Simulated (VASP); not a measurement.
# TiPt3 (Pm-3m) in VASP: a series of runs

Runs on TiPt3. Level: r2SCAN. Tasks: single point.

Program: VASP 6.6.1. These are calculated values, not measurements. Logs are shortened: lines on timing, memory, paths and dates and some standing lists are left out, and cuts for length are marked.

### 1 The crystal as given

Symmetry: Pm-3m, No. 221, cubic system. The conventional cell has a = 3.948 Å, b = 3.948 Å, c = 3.948 Å, α = 90.00°, β = 90.00°, γ = 90.00°. Ti (site symmetry m-3m) has 12 Pt at 2.79 Å as nearest neighbours. Pt (site symmetry 4/mmm) has 4 Ti at 2.79 Å and 8 Pt at 2.79 Å as nearest neighbours.

### 2 Single point, r2SCAN

POSCAR reads:

```
TiPt3
1.0
    3.9482821967      0.0000000000      0.0000000000
    0.0000000000      3.9482821967      0.0000000000
    0.0000000000      0.0000000000      3.9482821967
Ti Pt
1 3
Direct
    0.0000000000      0.0000000000      0.0000000000
    0.0000000000      0.5000000000      0.5000000000
    0.5000000000      0.0000000000      0.5000000000
    0.5000000000      0.5000000000      0.0000000000
```

INCAR.step1 reads:

```
PREC = Accurate
ENCUT = 520
ISMEAR = 1
SIGMA = 0.1
LREAL = F
LASPH = T
NELM = 100
NBANDS = 29
GGA = PE
ALGO = Normal
EDIFF = 1E-4
LWAVE = T
LCHARG = F
```

INCAR.step2 reads:

```
PREC = Accurate
ENCUT = 520
EDIFF = 1E-6
ISMEAR = 1
SIGMA = 0.1
LREAL = F
LASPH = T
NELM = 100
ALGO = Normal
ISIF = 2
LWAVE = F
LCHARG = F
METAGGA = R2SCAN
LMIXTAU = T
NBANDS = 29
ISTART = 1
```

KPOINTS reads:

```
Automatic mesh
0
Gamma
  6 6 6
```

Potentials or basis: VASP PAW PBE potentials, release 64 (Ti_sv, Pt).

Command:

```
$ cat potpaw_PBE.64/Ti_sv/POTCAR potpaw_PBE.64/Pt/POTCAR > POTCAR
$ cp INCAR.step1 INCAR
$ mpirun -np 1 vasp_std > vasp.out
$ cp INCAR.step2 INCAR
$ mpirun -np 1 vasp_std > vasp.out
```

OUTCAR:

```text
PREC = Accurate
   ENCUT = 520
   EDIFF = 1E-6
   ISMEAR = 1
   LREAL = F
   LASPH = T
   NELM = 100
   ISIF = 2
   METAGGA = R2SCAN
   ISTART = 1

 ion  position               nearest neighbor table
   1  0.000  0.000  0.000-   2 2.79   3 2.79   4 2.79   2 2.79   3 2.79   2 2.79   4 2.79   2 2.79
                             3 2.79   4 2.79   3 2.79   4 2.79
   2  0.000  0.500  0.500-   1 2.79   3 2.79   4 2.79   1 2.79   4 2.79   1 2.79   3 2.79   1 2.79
                             3 2.79   4 2.79   4 2.79   3 2.79
   3  0.500  0.000  0.500-   1 2.79   2 2.79   4 2.79   1 2.79   4 2.79   2 2.79   4 2.79   4 2.79
                             1 2.79   2 2.79   1 2.79   2 2.79
   4  0.500  0.500  0.000-   1 2.79   2 2.79   3 2.79   2 2.79   3 2.79   1 2.79   3 2.79   3 2.79
                             1 2.79   2 2.79   2 2.79   1 2.79

  LATTYP: Found a simple cubic cell.
 ALAT       =     3.9482821967

  Lattice vectors:

 A1 = (   3.9482821967,   0.0000000000,   0.0000000000)
 A2 = (   0.0000000000,   3.9482821967,   0.0000000000)
 A3 = (   0.0000000000,   0.0000000000,   3.9482821967)

Analysis of symmetry for initial positions (statically):
=====================================================================
 Subroutine PRICEL returns:
 Original cell was already a primitive cell.

 Routine SETGRP: Setting up the symmetry group for a
 simple cubic supercell.

 Subroutine GETGRP returns: Found 48 space group operations
 (whereof 48 operations were pure point group operations)
 out of a pool of 48 trial point group operations.

The static configuration has the point symmetry O_h .

Analysis of symmetry for dynamics (positions and initial velocities):
=====================================================================
 Subroutine PRICEL returns:
 Original cell was already a primitive cell.

 Routine SETGRP: Setting up the symmetry group for a
 simple cubic supercell.

 Subroutine GETGRP returns: Found 48 space group operations
 (whereof 48 operations were pure point group operations)
 out of a pool of 48 trial point group operations.

The dynamic configuration has the point symmetry O_h .

 Subroutine INISYM returns: Found 48 space group operations
 (whereof 48 operations are pure point group operations),
 and found     1 'primitive' translations

----------------------------------------------------------------------------------------

                                     Primitive cell

  volume of cell :      61.5495

  direct lattice vectors                    reciprocal lattice vectors
     3.948282197  0.000000000  0.000000000     0.253274703  0.000000000  0.000000000
     0.000000000  3.948282197  0.000000000     0.000000000  0.253274703  0.000000000
     0.000000000  0.000000000  3.948282197     0.000000000  0.000000000  0.253274703

  length of vectors
     3.948282197  3.948282197  3.948282197     0.253274703  0.253274703  0.253274703

  position of ions in fractional coordinates (direct lattice)
     0.000000000  0.000000000  0.000000000
     0.000000000  0.500000000  0.500000000
     0.500000000  0.000000000  0.500000000
     0.500000000  0.500000000  0.000000000

  ion indices of the primitive-cell ions
   primitive index   ion index
                 1           1
                 2           2
                 3           3
                 4           4

----------------------------------------------------------------------------------------

 KPOINTS: Automatic mesh

Automatic generation of k-mesh.
 Grid dimensions read from file:
 generate k-points for:    6    6    6

 Generating k-lattice:

  Cartesian coordinates                     Fractional coordinates (reciprocal lattice)
     0.042212450  0.000000000  0.000000000     0.166666667  0.000000000  0.000000000
     0.000000000  0.042212450  0.000000000     0.000000000  0.166666667  0.000000000
     0.000000000  0.000000000  0.042212450     0.000000000  0.000000000  0.166666667

  Length of vectors
     0.042212450  0.042212450  0.042212450

  Shift w.r.t. Gamma in fractional coordinates (k-lattice)
     0.000000000  0.000000000  0.000000000

 Subroutine IBZKPT returns following result:
 ===========================================

 Found     20 irreducible k-points:

 Following reciprocal coordinates:
            Coordinates               Weight
  0.000000  0.000000  0.000000      1.000000
  0.166667  0.000000  0.000000      6.000000
  0.333333  0.000000  0.000000      6.000000
  0.500000  0.000000  0.000000      3.000000
  0.166667  0.166667  0.000000     12.000000
  0.333333  0.166667  0.000000     24.000000
[... 12 lines left out ...]
  0.500000  0.500000  0.333333      6.000000
  0.500000  0.500000  0.500000      1.000000
   k-points           NKPTS =     20   k-points in BZ     NKDIM =     20   number of bands    NBANDS=     29
   number of dos      NEDOS =    301   number of ions     NIONS =      4
   total plane-waves  NPLWV =  27000
   dimension x,y,z NGX =    30 NGY =   30 NGZ =   30
   dimension x,y,z NGXF=    60 NGYF=   60 NGZF=   60
   ions per type =               1   3
   NGX,Y,Z   is equivalent  to a cutoff of  12.63, 12.63, 12.63 a.u.
   NGXF,Y,Z  is equivalent  to a cutoff of  25.26, 25.26, 25.26 a.u.
 SYSTEM =  unknown system
   PREC   = accura    normal or accurate (medium, high low for compatibility)
   ISTART =      1    job   : 0-new  1-cont  2-samecut
   ICHARG =      0    charge: 1-file 2-atom 10-const
   ISPIN  =      1    spin polarized calculation?
   LNONCOLLINEAR =      F non collinear calculations
   LSORBIT =      F    spin-orbit coupling
   LASPH  =      T    aspherical Exc in radial PAW
   ENCUT  =  520.0 eV  38.22 Ry    6.18 a.u.   7.34  7.34  7.34*2*pi/ulx,y,z
   NELM   =    100;   NELMIN=  2; NELMDL=  0     # of ELM steps
   EDIFF  = 0.1E-05   stopping-criterion for ELM
   LREAL  =      F    real-space projection
   EDIFFG = 0.1E-04   stopping-criterion for IOM
   NSW    =      0    number of steps for IOM
   IBRION =     -1    ionic relax: 0-MD 1-quasi-New 2-CG
   NFREE  =      0    steps in history (QN), initial steepest desc. (CG)
   ISIF   =      2    stress and relaxation
   ISYM   =      2    0-nonsym 1-usesym 2-fastsym
   POTIM  = 0.5000    time-step for ionic-motion
   TEBEG  =    0.0;   TEEND  =   0.0 temperature during run
   PSTRESS=    0.0 pullay stress
   NELECT =      42.0000    total number of electrons
   NUPDOWN=      -1.0000    fix difference up-down
   EMIN   =  10.00;   EMAX   =-10.00  energy-range for DOS
   EFERMI =   0.00;   METHOD = LEGACY
   ISMEAR =     1;   SIGMA  =   0.10  broadening in eV -4-tet -1-fermi 0-gaus
   EFERMI_NEDOS =   21; number of points for ismear=-14 and -15
   IALGO  =     38    algorithm
   IMIX   =      4    mixing-type and parameters
     AMIX     =   0.40;   BMIX     =  1.00
     AMIX_MAG =   1.60;   BMIX_MAG =  1.00
  volume/ion in A,a.u.               =      15.39       103.84
  Fermi-wavevector in a.u.,A,eV,Ry     =   1.441285  2.723633 28.263399  2.077301
  Thomas-Fermi vector in A             =   2.559934
   LORBIT       =      0    0 simple, 1 ext, 2 COOP (PROOUT), +10 PAW based schemes
   METAGGA = R2SCAN    functional components
   LHFCALC =     F    Hartree Fock is set to
   AEXX    =    0.0000 exact exchange contribution
   IVDW    =     0    specifies the selected vdW correction
   LEPSILON=     F    determine dielectric tensor
   LRPA    =     F    only Hartree local field effects (RPA)
 non-spin polarized calculation
 Methfessel and Paxton  Order N= 1 SIGMA  =   0.10
  energy-cutoff  :      520.00
  volume of cell :       61.55
 maximum number of plane-waves:      1675
 NGX is ok and might be reduce to    30
   NGX = 15   NGY = 15   NGZ = 15

 number of electron      42.0000003 magnetization

 Free energy of the ion-electron system (eV)
  ---------------------------------------------------
  ext. energy  EPLUGINS =         0.00000000
  ---------------------------------------------------
  free energy    TOTEN  =      -171.12150567 eV

  energy without entropy =     -171.12147760  energy(sigma->0) =     -171.12149631

 E-fermi :  11.0771     XC(G=0): -14.1802

 val. band max:       11.0586774163   @ k =   0.5000   0.0000   0.0000
 cond. band min:      11.1664202840   @ k =   0.5000   0.1667   0.1667
 fundamental gap:      0.1077428677
 Fermi energy:        11.0770739761

 k-point     1 :       0.0000    0.0000    0.0000
  band No.  band energies     occupation
      1     -49.7174      2.00000
      2     -24.8741      2.00000
      3     -24.8741      2.00000
      4     -24.8741      2.00000
      5       0.8033      2.00000
      6       3.7635      2.00000
[... 21 lines left out ...]
     28      12.9845     -0.00000
     29      19.4067      0.00000

 k-point     2 :       0.1667    0.0000    0.0000
  band No.  band energies     occupation
      1     -49.7171      2.00000
      2     -24.8800      2.00000
      3     -24.8751      2.00000
      4     -24.8751      2.00000
      5       1.1700      2.00000
      6       3.9854      2.00000
[... 21 lines left out ...]
     28      14.6904      0.00000
     29      18.9079      0.00000

 k-point     3 :       0.3333    0.0000    0.0000
  band No.  band energies     occupation
      1     -49.7163      2.00000
      2     -24.8918      2.00000
      3     -24.8768      2.00000
      4     -24.8768      2.00000
      5       2.1678      2.00000
      6       4.3117      2.00000
[... 21 lines left out ...]
     28      16.9697      0.00000
     29      18.1712      0.00000

 k-point     4 :       0.5000    0.0000    0.0000
  band No.  band energies     occupation
      1     -49.7160      2.00000
      2     -24.8977      2.00000
      3     -24.8777      2.00000
      4     -24.8777      2.00000
      5       3.0691      2.00000
      6       4.1569      2.00000
[... 469 lines left out ...]
     28      14.0606      0.00000
     29      16.4158      0.00000

 k-point    19 :       0.5000    0.5000    0.3333
  band No.  band energies     occupation
      1     -49.7155      2.00000
      2     -24.8867      2.00000
      3     -24.8867      2.00000
      4     -24.8840      2.00000
      5       3.8224      2.00000
      6       3.8224      2.00000
[... 21 lines left out ...]
     28      13.2437      0.00000
     29      17.3151      0.00000

 k-point    20 :       0.5000    0.5000    0.5000
  band No.  band energies     occupation
      1     -49.7156      2.00000
      2     -24.8850      2.00000
      3     -24.8850      2.00000
      4     -24.8850      2.00000
      5       3.6301      2.00000
      6       3.6301      2.00000
[... 21 lines left out ...]
     28      12.5953     -0.00000
     29      16.5956      0.00000

------------------------ aborting loop because EDIFF is reached ----------------------------------------

  FORCE on cell =-STRESS in cart. coord.  units (eV):
  Direction    XX          YY          ZZ          XY          YZ          ZX
  --------------------------------------------------------------------------------------
  -------------------------------------------------------------------------------------
  Total       -1.7475514     -1.7475514     -1.7475514      0.0000000      0.0000000     -0.0000000
  in kB      -45.4900037    -45.4900037    -45.4900037      0.0000000      0.0000000     -0.0000000
  external PRESSURE =     -45.4900037 kB  Pullay stress =       0.0000000 kB

 VOLUME and BASIS-vectors are now :
 -----------------------------------------------------------------------------
  energy-cutoff  :      520.00
  volume of cell :       61.55
      direct lattice vectors                 reciprocal lattice vectors
     3.948282197  0.000000000  0.000000000     0.253274703  0.000000000  0.000000000
     0.000000000  3.948282197  0.000000000     0.000000000  0.253274703  0.000000000
     0.000000000  0.000000000  3.948282197     0.000000000  0.000000000  0.253274703

 POSITION                                       TOTAL-FORCE (eV/Angst)
 -----------------------------------------------------------------------------------
      0.00000      0.00000      0.00000         0.000000      0.000000      0.000000
      0.00000      1.97414      1.97414         0.000000      0.000000      0.000000
      1.97414      0.00000      1.97414         0.000000      0.000000      0.000000
      1.97414      1.97414      0.00000         0.000000      0.000000      0.000000
 -----------------------------------------------------------------------------------
    total drift:                                0.000000      0.000000     -0.000000

  FREE ENERGIE OF THE ION-ELECTRON SYSTEM (eV)
  ---------------------------------------------------
  free  energy   TOTEN  =      -171.1215056717 eV

  energy  without entropy=     -171.1214775971  energy(sigma->0) =     -171.12149631
```

It took 100 s on 1 thread of Intel Xeon Platinum 8375C at 2.90GHz (Ice Lake), shared host; peak memory 0.19 GiB.

What came out:

| Quantity | Value |
| --- | --- |
| Free energy | -171.1215 eV |
| Pressure | -4.5 GPa |
| Band gap on the k mesh | none (metal or under the smearing width) |

Caveat: the PAW data sets were made with another functional, which shifts forces and pressure a little.

### 3 Single point, r2SCAN

This run uses another cell than the first one, of 14.20 Å³/atom, 0.923 times its volume.

POSCAR reads:

```
TiPt3
1.0
    3.8443313815      0.0000000000      0.0000000000
    0.0000000000      3.8443313815      0.0000000000
    0.0000000000      0.0000000000      3.8443313815
Ti Pt
1 3
Direct
    0.0000000000      0.0000000000      0.0000000000
    0.0000000000      0.5000000000      0.5000000000
    0.5000000000      0.0000000000      0.5000000000
    0.5000000000      0.5000000000      0.0000000000
```

INCAR.step1 reads:

```
SYSTEM = TiPt3
PREC = Accurate ; ENCUT = 520
ISMEAR = 1 ; SIGMA = 0.1
LREAL = .False. ; LASPH = .True.
NELM = 100 ; NBANDS = 29
GGA = PE ; ALGO = Normal
EDIFF = 1E-4 ; LWAVE = .True.
LCHARG = .False.
```

INCAR.step2 reads:

```
SYSTEM = TiPt3
PREC = Accurate ; ENCUT = 520
EDIFF = 1E-7 ; ISMEAR = 1
SIGMA = 0.1 ; LREAL = .False.
LASPH = .True. ; NELM = 100
ALGO = Normal ; ISIF = 2
LWAVE = .False. ; LCHARG = .False.
METAGGA = R2SCAN ; LMIXTAU = .True.
NBANDS = 29 ; ISTART = 1
```

KPOINTS reads:

```
regular mesh
0
Gamma
  6 6 6
  0 0 0
```

Potentials or basis: VASP PAW PBE potentials, release 64 (Ti_sv, Pt).

Command:

```
$ cat potpaw_PBE.64/Ti_sv/POTCAR potpaw_PBE.64/Pt/POTCAR > POTCAR
$ cp INCAR.step1 INCAR
$ mpirun -np 1 vasp_std > vasp.out
$ cp INCAR.step2 INCAR
$ mpirun -np 1 vasp_std > vasp.out
```

Run time: 96 s. Hardware: 1 thread of Intel Xeon Platinum 8375C at 2.90GHz (Ice Lake), shared host; peak memory 0.19 GiB.

The run converged. Its results:

| Item | Value |
| --- | --- |
| Free energy | -170.9365 eV |
| Pressure | 18.7 GPa |
| Band gap on the k mesh | none (metal or under the smearing width) |

Levels at points of the mesh, in eV from the Fermi level:
```tsv
k point	band 18	band 19	band 20	band 21	band 22	band 23	band 24	band 25
(0.00, 0.00, 0.00)	0.00	0.00	0.00	1.49	1.49	1.53	1.53	1.53
(0.50, 0.00, 0.00)	-3.06	-3.02	-1.65	-0.34	-0.34	0.00	0.49	0.81
(0.50, 0.50, 0.00)	-3.60	-2.76	-2.67	-2.58	0.12	0.12	0.38	1.61
(0.50, 0.50, 0.50)	-0.92	-0.92	-0.92	-0.57	-0.57	-0.57	1.24	1.24
```

Caveat: so large a pressure means that the cell lies far from this level's equilibrium, or that cutoff or potentials fall short; the potentials were made for another functional, which shifts forces and pressure.
